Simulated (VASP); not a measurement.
Crystal: SnSe.

```xyz
8
Lattice="11.4200 0.0000 0.0000 0.0000 4.1900 0.0000 0.0000 0.0000 4.4600" Properties=species:S:1:pos:R:3 pbc="T T T"
Sn    1.4047    1.0475    0.4059
Sn    4.3053    3.1425    2.6359
Sn    7.1147    1.0475    1.8241
Sn   10.0153    3.1425    4.0541
Se    4.0769    1.0475    0.0714
Se    1.6331    3.1425    2.3014
Se    9.7869    1.0475    2.1586
Se    7.3431    3.1425    4.3886
```

* Program: VASP 6.6.1
* Task: relaxation of cell and atoms
* Functional: LDA
* Potentials or basis: VASP PAW LDA potentials, release 64 (Sn_d, Se)
* Cutoff: 600 eV
* k mesh: 4 × 8 × 8
* Occupations: gaussian, width 0.03 eV
* Spin: no spin polarisation

At the start: pressure -1.9 GPa; volume 26.68 Å³/atom.

Question: How do energy, volume and symmetry change on relaxing?

Answer: Over 15 steps the energy falls by 14.7 meV/atom and the volume is 25.13 Å³/atom (-5.8 %); space group Pnma (No. 62, to 0.05 Å).

The path:
| step | energy change (eV) | largest force (eV/Å) | pressure (GPa) | volume (Å³) |
| --- | --- | --- | --- | --- |
| 1 | 0.0000 | 0.1967 | -1.92 | 213.41 |
| 2 | -0.0819 | 0.2722 | 0.49 | 203.65 |
| 3 | -0.0830 | 0.2553 | 0.21 | 204.64 |
| 4 | -0.0962 | 0.1469 | -0.13 | 204.61 |
| 5 | -0.0992 | 0.1023 | -0.36 | 204.58 |
| 6 | -0.1097 | 0.0729 | -0.23 | 203.12 |
| 7 | -0.1159 | 0.0333 | 0.13 | 200.19 |
| 8 | -0.1164 | 0.0361 | 0.06 | 200.82 |
| 9 | -0.1164 | 0.0354 | 0.07 | 200.75 |
| 10 | -0.1168 | 0.0298 | -0.02 | 201.05 |
| 11 | -0.1169 | 0.0238 | -0.15 | 201.49 |
| 12 | -0.1170 | 0.0255 | -0.11 | 201.33 |
| 13 | -0.1173 | 0.0185 | -0.07 | 201.23 |
| 14 | -0.1176 | 0.0129 | 0.03 | 201.00 |
| 15 | -0.1177 | 0.0089 | 0.00 | 201.05 |

Final structure:
```cif
data_structure
_symmetry_space_group_name_H-M 'P 1'
_symmetry_Int_Tables_number 1
_cell_length_a 11.3175
_cell_length_b 4.1278
_cell_length_c 4.3037
_cell_angle_alpha 90.000
_cell_angle_beta 90.000
_cell_angle_gamma 90.000
_cell_volume 201.05
loop_
_atom_site_label
_atom_site_type_symbol
_atom_site_fract_x
_atom_site_fract_y
_atom_site_fract_z
_atom_site_occupancy
Sn1 Sn 0.11771 0.25000 0.08862 1
Sn2 Sn 0.38229 0.75000 0.58862 1
Sn3 Sn 0.61771 0.25000 0.41138 1
Sn4 Sn 0.88229 0.75000 0.91138 1
Se1 Se 0.35810 0.25000 0.02124 1
Se2 Se 0.14190 0.75000 0.52124 1
Se3 Se 0.85810 0.25000 0.47876 1
Se4 Se 0.64190 0.75000 0.97876 1
```
